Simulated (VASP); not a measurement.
# NaH (Fm-3m) in VASP: a series of runs

Runs on NaH. Level: PBE. Tasks: single point.

All numbers are computed with VASP 6.6.1; they aren't measurements. Logs are shortened: lines on timing, memory, paths and dates and some standing lists are left out, and cuts for length are marked.

### Step 1. The structure

Symmetry: Fm-3m, No. 225, cubic system. The conventional cell has a = 4.880 Å, b = 4.880 Å, c = 4.880 Å, α = 90.00°, β = 90.00°, γ = 90.00°. Na (site symmetry m-3m) has 6 H at 2.44 Å as nearest neighbours. Around H (site symmetry m-3m) lie 6 Na at 2.44 Å.

### Step 2. Single point, PBE

The input, INCAR:

```
SYSTEM = NaH
PREC = Low
ENCUT = 550
EDIFF = 1E-6
ISMEAR = 0
SIGMA = 0.05
LREAL = .False.
LASPH = .True.
NELM = 100
ALGO = Normal
ISIF = 2
LWAVE = .False.
LCHARG = .False.
GGA = PE
NBANDS = 11
ADDGRID = .False.
```

The input, KPOINTS:

```
Automatic mesh
0
Gamma
  7 7 7
  0 0 0
```

The input, POSCAR:

```
NaH
1.0
    0.0000000000      2.4400000000      2.4400000000
    2.4400000000      0.0000000000      2.4400000000
    2.4400000000      2.4400000000      0.0000000000
Na H
1 1
Direct
   -0.0187210000      0.0228060000      0.0160610000
    0.4668300000      0.5164870000      0.5214060000
```

Potentials or basis: VASP PAW PBE potentials, release 64 (Na_pv, H).

On the command line:

```
> cat potpaw_PBE.64/Na_pv/POTCAR potpaw_PBE.64/H/POTCAR > POTCAR
> mpirun -np 1 vasp_std > vasp.out
```

OUTCAR:

```text
SYSTEM = NaH
   PREC = Low
   ENCUT = 550
   EDIFF = 1E-6
   ISMEAR = 0
   LREAL = .False.
   LASPH = .True.
   NELM = 100
   ISIF = 2
   GGA = PE

 Found    172 irreducible k-points:

 Following reciprocal coordinates:
            Coordinates               Weight
  0.000000  0.000000  0.000000      1.000000
  0.142857  0.000000  0.000000      2.000000
  0.000000  0.142857  0.000000      2.000000
  0.000000  0.000000  0.142857      2.000000
  0.142857  0.142857  0.142857      2.000000
  0.285714  0.000000  0.000000      2.000000
   k-points           NKPTS =    172   k-points in BZ     NKDIM =    172   number of bands    NBANDS=     11
   number of dos      NEDOS =    301   number of ions     NIONS =      2
   total plane-waves  NPLWV =   8000
   dimension x,y,z NGX =    20 NGY =   20 NGZ =   20
   dimension x,y,z NGXF=    20 NGYF=   20 NGZF=   20
   ions per type =               1   1
   NGX,Y,Z   is equivalent  to a cutoff of   9.64,  9.64,  9.64 a.u.
   NGXF,Y,Z  is equivalent  to a cutoff of   9.64,  9.64,  9.64 a.u.
 SYSTEM =  NaH
   PREC   = low       normal or accurate (medium, high low for compatibility)
   ISTART =      0    job   : 0-new  1-cont  2-samecut
   ICHARG =      2    charge: 1-file 2-atom 10-const
   ISPIN  =      1    spin polarized calculation?
   LNONCOLLINEAR =      F non collinear calculations
   LSORBIT =      F    spin-orbit coupling
   LASPH  =      T    aspherical Exc in radial PAW
   ENCUT  =  550.0 eV  40.42 Ry    6.36 a.u.   6.60  6.60  6.60*2*pi/ulx,y,z
   NELM   =    100;   NELMIN=  2; NELMDL= -5     # of ELM steps
   EDIFF  = 0.1E-05   stopping-criterion for ELM
   LREAL  =      F    real-space projection
   EDIFFG = 0.1E-04   stopping-criterion for IOM
   NSW    =      0    number of steps for IOM
   IBRION =     -1    ionic relax: 0-MD 1-quasi-New 2-CG
   NFREE  =      0    steps in history (QN), initial steepest desc. (CG)
   ISIF   =      2    stress and relaxation
   ISYM   =      2    0-nonsym 1-usesym 2-fastsym
   POTIM  = 0.5000    time-step for ionic-motion
   TEBEG  =    0.0;   TEEND  =   0.0 temperature during run
   PSTRESS=    0.0 pullay stress
   NELECT =       8.0000    total number of electrons
   NUPDOWN=      -1.0000    fix difference up-down
   EMIN   =  10.00;   EMAX   =-10.00  energy-range for DOS
   EFERMI =   0.00;   METHOD = LEGACY
   ISMEAR =     0;   SIGMA  =   0.05  broadening in eV -4-tet -1-fermi 0-gaus
   EFERMI_NEDOS =   21; number of points for ismear=-14 and -15
   IALGO  =     38    algorithm
   IMIX   =      4    mixing-type and parameters
     AMIX     =   0.40;   BMIX     =  1.00
     AMIX_MAG =   1.60;   BMIX_MAG =  1.00
  volume/ion in A,a.u.               =      14.53        98.03
  Fermi-wavevector in a.u.,A,eV,Ry     =   1.065054  2.012660 15.433636  1.134340
  Thomas-Fermi vector in A             =   2.200593
   LORBIT       =      0    0 simple, 1 ext, 2 COOP (PROOUT), +10 PAW based schemes
   GGA     = PE    functional components
   LHFCALC =     F    Hartree Fock is set to
   AEXX    =    0.0000 exact exchange contribution
   IVDW    =     0    specifies the selected vdW correction
   LEPSILON=     F    determine dielectric tensor
   LRPA    =     F    only Hartree local field effects (RPA)
 non-spin polarized calculation
 Gauss-broadening in eV      SIGMA  =   0.05
  energy-cutoff  :      550.00
  volume of cell :       29.05
 maximum number of plane-waves:       869
   NGX = 13   NGY = 13   NGZ = 13

 number of electron       8.0000204 magnetization

 Free energy of the ion-electron system (eV)
  ---------------------------------------------------
  ext. energy  EPLUGINS =         0.00000000
  ---------------------------------------------------
  free energy    TOTEN  =        -5.08804643 eV

  energy without entropy =       -5.08804643  energy(sigma->0) =       -5.08804643

 E-fermi :  -1.0439     XC(G=0):  -7.6710

 val. band max:       -1.2877356494   @ k =   0.2857  -0.2857  -0.4286
 cond. band min:       2.8903125624   @ k =  -0.4286  -0.4286   0.4286
 fundamental gap:      4.1780482118
 Fermi energy:        -1.0438903796

 k-point     1 :       0.0000    0.0000    0.0000
  band No.  band energies     occupation
      1     -23.3606      2.00000
      2     -23.3593      2.00000
      3     -23.3590      2.00000
      4      -4.7398      2.00000
      5       8.9524      0.00000
      6      14.1658      0.00000
      7      14.1683      0.00000
      8      14.1811      0.00000
      9      14.9705      0.00000
     10      14.9835      0.00000
     11      14.9908      0.00000

 k-point     2 :       0.1429    0.0000    0.0000
  band No.  band energies     occupation
      1     -23.3756      2.00000
      2     -23.3624      2.00000
      3     -23.3609      2.00000
      4      -4.3991      2.00000
      5       7.8532      0.00000
      6      11.2921      0.00000
      7      13.2301      0.00000
      8      13.2349      0.00000
      9      16.0986      0.00000
     10      16.1206      0.00000
     11      16.2957      0.00000

 k-point     3 :       0.0000    0.1429    0.0000
  band No.  band energies     occupation
      1     -23.3754      2.00000
      2     -23.3624      2.00000
      3     -23.3612      2.00000
      4      -4.3991      2.00000
      5       7.8537      0.00000
      6      11.2903      0.00000
      7      13.2302      0.00000
      8      13.2380      0.00000
      9      16.0815      0.00000
     10      16.1209      0.00000
     11      16.3099      0.00000

 k-point     4 :       0.0000    0.0000    0.1429
  band No.  band energies     occupation
      1     -23.3754      2.00000
      2     -23.3622      2.00000
      3     -23.3612      2.00000
      4      -4.3991      2.00000
      5       7.8535      0.00000
      6      11.2906      0.00000
      7      13.2293      0.00000
      8      13.2387      0.00000
      9      16.0813      0.00000
     10      16.1200      0.00000
     11      16.3114      0.00000

 k-point     5 :       0.1429    0.1429    0.1429
  band No.  band energies     occupation
      1     -23.3767      2.00000
      2     -23.3613      2.00000
      3     -23.3609      2.00000
      4      -4.3990      2.00000
      5       7.8518      0.00000
      6      11.2953      0.00000
      7      13.2285      0.00000
      8      13.2336      0.00000
      9      16.1025      0.00000
     10      16.1213      0.00000
     11      16.2939      0.00000

 k-point     6 :       0.2857    0.0000    0.0000
  band No.  band energies     occupation
      1     -23.4114      2.00000
      2     -23.3668      2.00000
      3     -23.3653      2.00000
      4      -3.4514      2.00000
      5       5.1783      0.00000
      6       9.8992      0.00000
      7      12.4311      0.00000
      8      12.4357      0.00000
      9      15.6903      0.00000
     10      15.6948      0.00000
     11      17.4401      0.00000

 [... further k-points ...]

------------------------ aborting loop because EDIFF is reached ----------------------------------------

  FORCE on cell =-STRESS in cart. coord.  units (eV):
  Direction    XX          YY          ZZ          XY          YZ          ZX
  --------------------------------------------------------------------------------------
  -------------------------------------------------------------------------------------
  Total       -0.1210700     -0.1171273     -0.1051496      0.0058418      0.0017797     -0.0008317
  in kB       -6.6764793     -6.4590611     -5.7985384      0.3221478      0.0981402     -0.0458620
  external PRESSURE =      -6.3113596 kB  Pullay stress =       0.0000000 kB

 VOLUME and BASIS-vectors are now :
 -----------------------------------------------------------------------------
  energy-cutoff  :      550.00
  volume of cell :       29.05
      direct lattice vectors                 reciprocal lattice vectors
     0.000000000  2.440000000  2.440000000    -0.204918033  0.204918033  0.204918033
     2.440000000  0.000000000  2.440000000     0.204918033 -0.204918033  0.204918033
     2.440000000  2.440000000  0.000000000     0.204918033  0.204918033 -0.204918033

 POSITION                                       TOTAL-FORCE (eV/Angst)
 -----------------------------------------------------------------------------------
      0.09484      2.43351      2.44997        -0.007980     -0.019131     -0.039395
      2.53246      2.41130      2.39929         0.007980      0.019131      0.039395
 -----------------------------------------------------------------------------------
    total drift:                               -0.010802     -0.001778      0.004402

  FREE ENERGIE OF THE ION-ELECTRON SYSTEM (eV)
  ---------------------------------------------------
  free  energy   TOTEN  =        -5.0880464300 eV

  energy  without entropy=       -5.0880464300  energy(sigma->0) =       -5.08804643
```

It took 22 s on 1 thread of Intel Xeon Platinum 8259CL at 2.50GHz (Skylake/Cascade Lake), shared host; peak memory 0.15 GiB.

These settings aren't checked as converged: the numbers below hold their error.

Results:

* Free energy: -5.0880 eV
* Pressure: -0.6 GPa
* Largest force: 0.045 eV/Å
* Band gap on the k mesh: 4.18 eV, indirect (least direct gap 4.79 eV)

Caveat: an odd mesh through Γ misses points on the zone boundary, where band edges often lie.

### Step 3. Single point, PBE

INCAR: that of step 2 with these lines changed.

```diff
@@ -1,3 +1,3 @@
 SYSTEM = NaH
-PREC = Low
+PREC = Normal
 ENCUT = 550
```

KPOINTS is that of step 2.

The input, POSCAR:

```
NaH
1.0
    0.0000000000      2.4400000000      2.4400000000
    2.4400000000      0.0000000000      2.4400000000
    2.4400000000      2.4400000000      0.0000000000
Na H
1 1
Direct
    0.0000000000      0.0000000000      0.0000000000
    0.5000000000      0.5000000000      0.5000000000
```

Potentials or basis: VASP PAW PBE potentials, release 64 (Na_pv, H).

On the command line:

```
> cat potpaw_PBE.64/Na_pv/POTCAR potpaw_PBE.64/H/POTCAR > POTCAR
> mpirun -np 1 vasp_std > vasp.out
```

Wall time 5.7 s (1 thread of Intel Xeon Platinum 8259CL at 2.50GHz (Skylake/Cascade Lake), shared host); peak memory 0.12 GiB.

The run converged, but some of its settings lie outside the range that counts as converged, so its numbers aren't taken as properties of the crystal.

Results:

| Item | Value |
| --- | --- |
| Free energy | -5.0863 eV |
| Pressure | -0.7 GPa |
| Band gap on the k mesh | 4.18 eV, indirect (least direct gap 4.80 eV) |

Caveat: an odd mesh through Γ misses points on the zone boundary, where band edges often lie.

### Step 4. Single point, PBE

INCAR is that of step 3.

KPOINTS is that of step 3.

The input, POSCAR:

```
NaH
1.0
    0.0000000000      2.4400000000      2.4400000000
    2.4400000000      0.0000000000      2.4400000000
    2.4400000000      2.4400000000      0.0000000000
Na H
1 1
Direct
   -0.0187210000      0.0228060000      0.0160610000
    0.4668300000      0.5164870000      0.5214060000
```

On the command line:

```
> cat potpaw_PBE.64/Na_pv/POTCAR potpaw_PBE.64/H/POTCAR > POTCAR
> mpirun -np 1 vasp_std > vasp.out
```

It took 20 s on 1 thread of Intel Xeon Platinum 8259CL at 2.50GHz (Skylake/Cascade Lake), shared host; peak memory 0.16 GiB.

These settings aren't checked as converged: the numbers below hold their error.

What came out:

```
Free energy            : -5.0851 eV
Pressure               : -0.6 GPa
Largest force          : 0.043 eV/Å
Band gap on the k mesh : 4.18 eV, indirect (least direct gap 4.79 eV)
```

Caveat: an odd mesh through Γ misses points on the zone boundary, where band edges often lie.

### Step 5. Single point, PBE

INCAR: that of step 4 with these lines changed.

```diff
@@ -1,3 +1,3 @@
 SYSTEM = NaH
-PREC = Normal
+PREC = Accurate
 ENCUT = 550
@@ -6,3 +6,3 @@
 SIGMA = 0.05
-LREAL = .False.
+LREAL = Auto
 LASPH = .True.
```

KPOINTS is that of step 4.

The input, POSCAR:

```
NaH
1.0
    0.0000000000      2.4400000000      2.4400000000
    2.4400000000      0.0000000000      2.4400000000
    2.4400000000      2.4400000000      0.0000000000
Na H
1 1
Direct
    0.0000000000      0.0000000000      0.0000000000
    0.5000000000      0.5000000000      0.5000000000
```

On the command line:

```
> cat potpaw_PBE.64/Na_pv/POTCAR potpaw_PBE.64/H/POTCAR > POTCAR
> mpirun -np 1 vasp_std > vasp.out
```

Run time: 11 s. Hardware: 1 thread of Intel Xeon Platinum 8259CL at 2.50GHz (Skylake/Cascade Lake), shared host; peak memory 0.15 GiB.

The run converged, but some of its settings lie outside the range that counts as converged, so its numbers aren't taken as properties of the crystal.

What came out:

```yaml
Free_energy: -5.0863 eV
Pressure: -0.7 GPa
Band_gap_on_the_k_mesh: 4.18 eV, indirect (least direct gap 4.80 eV)
```

Caveat: an odd mesh through Γ misses points on the zone boundary, where band edges often lie.

### Step 6. The reference run

An earlier run on the cell as given: functional PBE; potentials or basis VASP PAW PBE potentials, release 64 (Na_pv, H); cutoff 520 eV; k mesh 9 × 9 × 9; occupations fermi-dirac, width 0.05 eV; no spin polarisation.

- Pressure: -0.7 GPa
- Band gap on the k mesh: 4.01 eV, indirect (least direct gap 4.70 eV)
